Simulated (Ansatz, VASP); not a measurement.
Ag in VASP and in Ansatz

The input INCAR:

```
SYSTEM = Ag
PREC = Accurate
ENCUT = 520
EDIFF = 1E-6
ISMEAR = 0
SIGMA = 0.15
LREAL = .False.
LASPH = .True.
NELM = 100
ALGO = Fast
ISIF = 2
LWAVE = .False.
LCHARG = .False.
GGA = PS
NBANDS = 12
```

KPOINTS

```
Automatic mesh
0
Gamma
  20 20 20
  0 0 0
```

Contents of POSCAR:

```
Ag
1.0
    0.0000000000      2.1043930000      2.0737465000
    2.1043930000      0.0000000000      2.0737465000
    2.1043930000      2.1043930000      0.0000000000
Ag
1
Direct
    0.0000000000      0.0000000000      0.0000000000
```

Input for Ansatz:

```yaml
crystal:
  lattice:
    - [0.0, 2.104393, 2.0737465]
    - [2.104393, 0.0, 2.0737465]
    - [2.104393, 2.104393, 0.0]
  atoms:
    - { symbol: Ag, position: [0.0, 0.0, 0.0] }
basis:
  ecutwfc: 420
kpoints:
  mp_grid: { grid: [20, 20, 20] }
hamiltonian:
  xc: pbesol
scf:
  occupations: { method: gaussian, width: 0.15 }
output:
  forces: true
  stress: true
  eigenvalues: true
```

Change from the starting cell: strain +0.030 along x and y, +0.015 along z, atoms carried along.

Alike in both runs: task single point; functional PBEsol; k mesh 20 × 20 × 20; occupations gaussian, width 0.15 eV; no spin polarisation.

```csv
,VASP,Ansatz
version,VASP 6.6.1,Ansatz 0.2.0
potentials or method,"VASP PAW PBE potentials, release 64 (Ag)","scalar-relativistic, plane waves, PAW"
plane-wave cutoff (eV),520,420
valence electrons in the cell,11,19
```

```tsv
	VASP	Ansatz	Ansatz less VASP
gap on the k mesh at the Fermi level (eV)	none	none	-
pressure (GPa)	-8.8	-8.8	+0.05
largest component of the traceless stress (GPa)	0.27	0.27	+0.003
```

A gap of «none» marks a metal or a gap that the smearing closes. The two sets of potentials don't hold the same shells in valence.

Caveats: the PAW data sets were made with another functional, which shifts forces and pressure a little (VASP).
